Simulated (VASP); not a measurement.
**SnTe2 (fluorite): gaps by functional in VASP**

```
Sn Te
1.0
     0.00000    3.70104    3.70104
     3.70104    0.00000    3.70104
     3.70104    3.70104    0.00000
Sn Te
1 2
Cartesian
  0.0000 0.0000 0.0000
  1.8505 1.8505 1.8505
  5.5516 5.5516 5.5516
```

All runs share this cell. Band v is the last that the valence electrons fill when counted band by band, and c is the next. A negative gap between them is a band overlap, as in a metal.

```json
{"level": "PBE", "gap (eV)": "-2.11", "least direct gap (eV)": "0.00", "pressure (GPa)": "0.5"}
{"level": "r²SCAN", "gap (eV)": "-2.19", "least direct gap (eV)": "0.00", "pressure (GPa)": "0.0"}
{"level": "LDA", "gap (eV)": "-2.12", "least direct gap (eV)": "0.00", "pressure (GPa)": "-2.7"}
{"level": "PBEsol", "gap (eV)": "-2.13", "least direct gap (eV)": "0.00", "pressure (GPa)": "-1.8"}
{"level": "PBE with spin–orbit coupling", "gap (eV)": "-1.98", "least direct gap (eV)": "0.00", "pressure (GPa)": "–"}
```
